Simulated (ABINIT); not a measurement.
# Quasiparticle gap of AlN (P6_3mc) in ABINIT

How does a plane-wave GW calculation on AlN (P6_3mc) run from the first input to the gap?

Method: PBE and many-body steps on it, plane waves, in ABINIT 10.8.3.

This is a report of a sequence of runs, with most program output left out.

The database entry behind the starting cell differs from later determinations by our own check (inner coordinate u about 0.002 short), so it need not match the best structure at ambient conditions.

### Step 1. Set-up

The structure is hexagonal, space group P6_3mc (No. 186). Conventional cell: a = 3.113 Å, b = 3.113 Å, c = 4.981 Å, α = 90.00°, β = 90.00°, γ = 120.00°. Nearest to Al lie 4 N at 1.89 Å. Nearest to N lie 4 Al at 1.89 Å. Farther neighbours and most contacts between anions are not listed.

The cell and positions come from the Crystallography Open Database and are kept as given unless a step says otherwise.

### Step 2. Ground state

This step: ABINIT 10.8.3; DFT, PBE, plane waves, norm-conserving pseudopotentials.

The ground-state density comes first.

The input, run.abi:

```
acell 3*1.0 Angstrom
rprim 
  3.113000000011 -0.000000000003 0.000000000000
  -1.556500000003 2.695937081992 0.000000000000
  0.000000000000 0.000000000000 4.981000000000
ntypat 2
znucl 13 7
natom 4
typat 1 1 2 2
xred 
  0.333333333333 0.666666666667 0.000000000000
  0.666666666667 0.333333333333 0.500000000000
  0.333333333333 0.666666666667 0.380000000000
  0.666666666667 0.333333333333 0.880000000000
pp_dirpath "pseudos"
pseudos "Al.upf, N.upf"
ecut 36
ngkpt 6 6 4
nshiftk 1
shiftk 0 0 0
kptopt 1
chksymbreak 0
nband 14
occopt 1
tolvrs 1e-10
nstep 60
prtwf 0
optforces 0
optstress 0
indata_prefix "in"
outdata_prefix "out"
tmpdata_prefix "tmp"
```

Command:

```
$ OMP_NUM_THREADS=1 mpirun -n 4 abinit run.abi > log
```

Run time: 6.5 s. Hardware: 4 MPI ranks of Arm Neoverse V2, shared host; peak memory 0.29 GiB.

Numbers from this step:

| Quantity | Value |
| --- | --- |
| total energy | -696.2874 eV |
| gap | 4.220 eV |
| k of the valence top | 0, 0, 0 |
| k of the conduction bottom | 0, 0, 0 |
| least direct gap | 4.220 eV |

The gap is direct, at Γ.

### Step 3. Bands along the symmetry lines

Levels along a band path, at the cheap level, show where the edges lie and whether the meshes to come will hold them.

The input, run.abi:

```
acell 3*1.0 Angstrom
rprim 
  3.113000000011 -0.000000000003 0.000000000000
  -1.556500000003 2.695937081992 0.000000000000
  0.000000000000 0.000000000000 4.981000000000
ntypat 2
znucl 13 7
natom 4
typat 1 1 2 2
xred 
  0.333333333333 0.666666666667 0.000000000000
  0.666666666667 0.333333333333 0.500000000000
  0.333333333333 0.666666666667 0.380000000000
  0.666666666667 0.333333333333 0.880000000000
pp_dirpath "pseudos"
pseudos "Al.upf, N.upf"
ecut 36
iscf -2
irdden 1
kptopt 0
nkpt 75
kpt 
  0.00000000 0.00000000 0.00000000
  0.06250000 0.00000000 0.00000000
  0.12500000 0.00000000 0.00000000
  0.18750000 0.00000000 0.00000000
  0.25000000 0.00000000 0.00000000
  0.31250000 0.00000000 0.00000000
  0.37500000 0.00000000 0.00000000
  0.43750000 0.00000000 0.00000000
  0.50000000 0.00000000 0.00000000
  0.47916667 0.04166667 0.00000000
  0.45833333 0.08333333 0.00000000
  0.43750000 0.12500000 0.00000000
  0.41666666 0.16666666 0.00000000
  0.39583333 0.20833333 0.00000000
  0.37500000 0.25000000 0.00000000
  0.35416666 0.29166666 0.00000000
  0.33333333 0.33333333 0.00000000
  0.29166666 0.29166666 0.00000000
  0.25000000 0.25000000 0.00000000
  0.20833333 0.20833333 0.00000000
  0.16666666 0.16666666 0.00000000
  0.12500000 0.12500000 0.00000000
  0.08333333 0.08333333 0.00000000
  0.04166667 0.04166667 0.00000000
  0.00000000 0.00000000 0.00000000
  0.00000000 0.00000000 0.06250000
  0.00000000 0.00000000 0.12500000
  0.00000000 0.00000000 0.18750000
  0.00000000 0.00000000 0.25000000
  0.00000000 0.00000000 0.31250000
  0.00000000 0.00000000 0.37500000
  0.00000000 0.00000000 0.43750000
  0.00000000 0.00000000 0.50000000
  0.06250000 0.00000000 0.50000000
  0.12500000 0.00000000 0.50000000
  0.18750000 0.00000000 0.50000000
  0.25000000 0.00000000 0.50000000
  0.31250000 0.00000000 0.50000000
  0.37500000 0.00000000 0.50000000
  0.43750000 0.00000000 0.50000000
  0.50000000 0.00000000 0.50000000
  0.47916667 0.04166667 0.50000000
  0.45833333 0.08333333 0.50000000
  0.43750000 0.12500000 0.50000000
  0.41666666 0.16666666 0.50000000
  0.39583333 0.20833333 0.50000000
  0.37500000 0.25000000 0.50000000
  0.35416666 0.29166666 0.50000000
  0.33333333 0.33333333 0.50000000
  0.29166666 0.29166666 0.50000000
  0.25000000 0.25000000 0.50000000
  0.20833333 0.20833333 0.50000000
  0.16666666 0.16666666 0.50000000
  0.12500000 0.12500000 0.50000000
  0.08333333 0.08333333 0.50000000
  0.04166667 0.04166667 0.50000000
  0.00000000 0.00000000 0.50000000
  0.50000000 0.00000000 0.50000000
  0.50000000 0.00000000 0.43750000
  0.50000000 0.00000000 0.37500000
  0.50000000 0.00000000 0.31250000
  0.50000000 0.00000000 0.25000000
  0.50000000 0.00000000 0.18750000
  0.50000000 0.00000000 0.12500000
  0.50000000 0.00000000 0.06250000
  0.50000000 0.00000000 0.00000000
  0.33333333 0.33333333 0.50000000
  0.33333333 0.33333333 0.43750000
  0.33333333 0.33333333 0.37500000
  0.33333333 0.33333333 0.31250000
  0.33333333 0.33333333 0.25000000
  0.33333333 0.33333333 0.18750000
  0.33333333 0.33333333 0.12500000
  0.33333333 0.33333333 0.06250000
  0.33333333 0.33333333 0.00000000
istwfk *1
nband 19
nbdbuf 6
tolwfr 1e-07
nstep 50
prtwf 0
prtvol 0
indata_prefix "in"
outdata_prefix "out"
tmpdata_prefix "tmp"
```

Wall time 8.9 s (4 MPI ranks); peak memory 0.31 GiB; 35 s of CPU time.

This step gave:

| Property | Result |
| --- | --- |
| gap | 4.220 eV |
| k of the valence top | 0, 0, 0 |
| k of the conduction bottom | 0, 0, 0 |
| least direct gap | 4.220 eV |

The gap is 4.220 eV, as in the run before at this level.

Electronic bands along the path, in eV, zero at the top of the highest filled band; v1 is the highest filled band, c1 the lowest empty one:

```csv
point,v4,v3,v2,v1,c1,c2,c3,c4
Γ,-0.83,-0.18,-0.18,0.00,4.22,6.68,10.59,11.19
halfway,-2.43,-1.54,-0.44,-0.38,6.21,7.63,8.10,10.04
M,-3.33,-2.06,-1.77,-0.66,5.83,5.84,8.21,10.30
halfway,-3.07,-2.97,-1.86,-1.49,5.54,7.17,8.88,10.08
K,-3.75,-2.42,-2.37,-2.37,5.07,8.38,9.70,9.70
halfway,-3.35,-1.67,-0.86,-0.59,6.85,7.48,8.57,9.14
Γ,-0.83,-0.18,-0.18,0.00,4.22,6.68,10.59,11.19
halfway,-0.74,-0.74,-0.28,-0.28,5.17,6.79,10.27,11.16
A,-0.51,-0.51,-0.51,-0.51,6.47,6.47,10.35,10.35
halfway,-1.58,-1.58,-1.01,-1.01,6.55,6.55,9.52,9.52
L,-1.44,-1.44,-1.35,-1.35,5.34,5.34,9.32,9.32
halfway,-2.72,-2.72,-0.92,-0.92,6.19,6.19,9.25,9.25
H,-3.83,-3.83,-0.78,-0.78,7.44,7.44,7.88,7.88
halfway,-1.80,-1.80,-1.20,-1.20,6.74,6.74,9.49,9.49
A,-0.51,-0.51,-0.51,-0.51,6.47,6.47,10.35,10.35
jump to L,-1.44,-1.44,-1.35,-1.35,5.34,5.34,9.32,9.32
halfway,-2.55,-1.89,-1.19,-0.91,5.09,5.93,9.37,9.47
M,-3.33,-2.06,-1.77,-0.66,5.83,5.84,8.21,10.30
jump to H,-3.83,-3.83,-0.78,-0.78,7.44,7.44,7.88,7.88
halfway,-4.41,-2.91,-1.46,-1.46,5.91,8.23,8.70,8.70
K,-3.75,-2.42,-2.37,-2.37,5.07,8.38,9.70,9.70
```

### Step 4. Empty states on the mesh, 6×6×4 mesh, 159 bands

The sums over transitions need many empty states on a uniform mesh; this step solves for them.

The input, run.abi:

```
acell 3*1.0 Angstrom
rprim 
  3.113000000011 -0.000000000003 0.000000000000
  -1.556500000003 2.695937081992 0.000000000000
  0.000000000000 0.000000000000 4.981000000000
ntypat 2
znucl 13 7
natom 4
typat 1 1 2 2
xred 
  0.333333333333 0.666666666667 0.000000000000
  0.666666666667 0.333333333333 0.500000000000
  0.333333333333 0.666666666667 0.380000000000
  0.666666666667 0.333333333333 0.880000000000
pp_dirpath "pseudos"
pseudos "Al.upf, N.upf"
ecut 36
ngkpt 6 6 4
nshiftk 1
shiftk 0 0 0
kptopt 1
chksymbreak 0
irdden 1
istwfk *1
nband 159
prtvol 0
optdriver 6
gwr_task "HDIAGO"
paral_kgb 0
occopt 1
indata_prefix "in"
outdata_prefix "out"
tmpdata_prefix "tmp"
```

It took 82 s on 4 MPI ranks; peak memory 2.1 GiB.

This step gave:

```yaml
gap: 4.220 eV
k_of_the_valence_top: 0, 0, 0
k_of_the_conduction_bottom: 0, 0, 0
least_direct_gap: 4.220 eV
k_points_computed: 21
lowest_point_of_the_top_converged_band_above_the_valence_top: 117.7821 eV
```

On this mesh the gap is 4.220 eV.

### Step 5. Screening, 6×6×4 mesh, 151 bands, screening to 179.6 eV

The RPA dielectric matrix is built and inverted for each q.

This step: RPA screening on PBE, plane waves, norm-conserving pseudopotentials.

Changes to run.abi since step 4:

```diff
@@ -22,10 +22,11 @@
 chksymbreak 0
-irdden 1
 istwfk *1
-nband 159
-prtvol 0
-optdriver 6
-gwr_task "HDIAGO"
-paral_kgb 0
 occopt 1
+irdwfk 1
+optdriver 3
+nband 151
+ecuteps 6.6
+inclvkb 2
+awtr 1
+symchi 1
 indata_prefix "in"
```

It took 1.8 min on 4 MPI ranks; peak memory 1.3 GiB; 7.3 min of CPU time.

Numbers from this step:

| Item | Value |
| --- | --- |
| ε∞ with local fields, on this mesh, along the program's q direction | 4.216 |
| the same without local fields | 4.642 |
| plasma frequency | 22.97 eV |
| plane waves in the screening matrix | 233 |

Local fields lower ε∞ by 9 %.

### Step 6. Self-energy, 6×6×4 mesh, 151 bands, screening to 179.6 eV

The self-energy is evaluated for the states that the input lists, and the levels follow from it, in one-shot runs by the linearised quasiparticle equation.

This step: G0W0 on PBE, plane waves, norm-conserving pseudopotentials.

Changes to run.abi since step 5:

```diff
@@ -25,8 +25,55 @@
 irdwfk 1
-optdriver 3
+optdriver 4
 nband 151
+gwcalctyp 0
+ecutsigx 36
+symsigma 1
+nkptgw 21
+kptgw 
+  0.0000000000 0.0000000000 0.0000000000
+  0.1666666667 0.0000000000 0.0000000000
+  0.3333333333 0.0000000000 0.0000000000
+  0.5000000000 0.0000000000 0.0000000000
+  0.1666666667 0.1666666667 0.0000000000
+  0.3333333333 0.1666666667 0.0000000000
+  0.3333333333 0.3333333333 0.0000000000
+  0.0000000000 0.0000000000 0.2500000000
+  0.1666666667 0.0000000000 0.2500000000
+  0.3333333333 0.0000000000 0.2500000000
+  0.5000000000 0.0000000000 0.2500000000
+  0.1666666667 0.1666666667 0.2500000000
+  0.3333333333 0.1666666667 0.2500000000
+  0.3333333333 0.3333333333 0.2500000000
+  0.0000000000 0.0000000000 0.5000000000
+  0.1666666667 0.0000000000 0.5000000000
+  0.3333333333 0.0000000000 0.5000000000
+  0.5000000000 0.0000000000 0.5000000000
+  0.1666666667 0.1666666667 0.5000000000
+  0.3333333333 0.1666666667 0.5000000000
+  0.3333333333 0.3333333333 0.5000000000
+bdgw 
+  1 22
+  1 22
+  1 22
+  1 22
+  1 22
+  1 22
+  1 22
+  1 22
+  1 22
+  1 22
+  1 22
+  1 22
+  1 22
+  1 22
+  1 22
+  1 22
+  1 22
+  1 22
+  1 22
+  1 22
+  1 22
 ecuteps 6.6
-inclvkb 2
-awtr 1
-symchi 1
+irdscr 1
+ppmodel 1
 indata_prefix "in"
```

Elapsed: 38 min, on 4 MPI ranks; peak memory 1.9 GiB.

Numbers from this step:

* G0W0 gap on the mesh: 5.597 eV
* starting gap on the mesh: 4.220 eV
* k of the valence top: 0, 0, 0
* k of the conduction bottom: 0, 0, 0
* Z at the valence top: 0.788
* Z at the conduction bottom: 0.818
* least direct G0W0 gap on the computed points: 5.597 eV

The gap on the mesh goes from 4.22 eV to 5.60 eV, a correction of +1.38 eV.

Limits: finite bands, cutoff and mesh. v1 is the top filled band, c1 the lowest empty one. Levels before and after the correction, in eV, zero at the valence-band top of each column:

```csv
,conduction bottom,valence top
Kohn-Sham,4.22,0.00
G0W0,5.60,0.00
```

```csv
,level,energy (eV)
Kohn-Sham,Γ v4,-0.831
Kohn-Sham,Γ v3-v2,-0.180
Kohn-Sham,Γ v1,0.000
Kohn-Sham,Γ c1,4.221
Kohn-Sham,Γ c2,6.676
Kohn-Sham,Γ c3,10.592
Kohn-Sham,Γ c4,11.191
G0W0,Γ v4,-0.985
G0W0,Γ v3-v2,-0.208
G0W0,Γ v1,0.000
G0W0,Γ c1,5.597
G0W0,Γ c2,8.076
G0W0,Γ c3,12.595
G0W0,Γ c4,12.586
```

### Step 7. Where the time went

Times are wall times on 4 MPI ranks of Arm Neoverse V2, shared host, good to a factor of about two.

```csv
step,time,share,memory (GiB)
ground state,6.5 s,0 %,0.29
bands along the symmetry lines,8.9 s,0 %,0.31
empty states on the mesh,82 s,3 %,2.1
screening,1.8 min,4 %,1.3
self-energy,38 min,92 %,1.9
```

### Step 8. Results

- PBE gap: 4.22 eV, direct
- G0W0 gap on the mesh: 5.60 eV
- GW settings: 6×6×4 mesh, 151 bands, screening to 179.6 eV, Godby-Needs plasmon pole
- known limits: not at the basis limit

What this shows: G0W0 moves the gap on the mesh from 4.22 eV to 5.60 eV (+1.38 eV), with Z of 0.79 and 0.82 at the edges. Local fields lower the RPA ε∞ on this mesh from 4.64 to 4.22. The dearest step here is «self-energy». Bands and cutoff are finite, so the gap is not at the basis limit. The miss can reach some tenths of an eV and take either sign; the mesh is an error of its own.

[Paths, hosts, dates, memory and timing lines, banners, echoed tables and standing remarks are left out of the program output.]

[Logs are printed without paths, hosts, clocks, repeated set-up lines and the standing remarks that a program may print on its own settings, such as how far it seeks lower states.]

[Runs of the session that timed out or met a known fault of the program may be left out.]

[Hosts, paths, dates, database ids (printed as entryN), source tags and the programs' standing remarks are cut or masked in the printed files.]

[G0W0 gaps are taken among the corrected bands and points alone; a level outside them can change the order at an edge.]

[Where Ansatz stands beside ABINIT at settings called matched, ABINIT's density can come from a denser mesh and the files from another edition; pairs whose starting gaps differed by over 0.03 eV were left out, so agreement reads better than it is.]
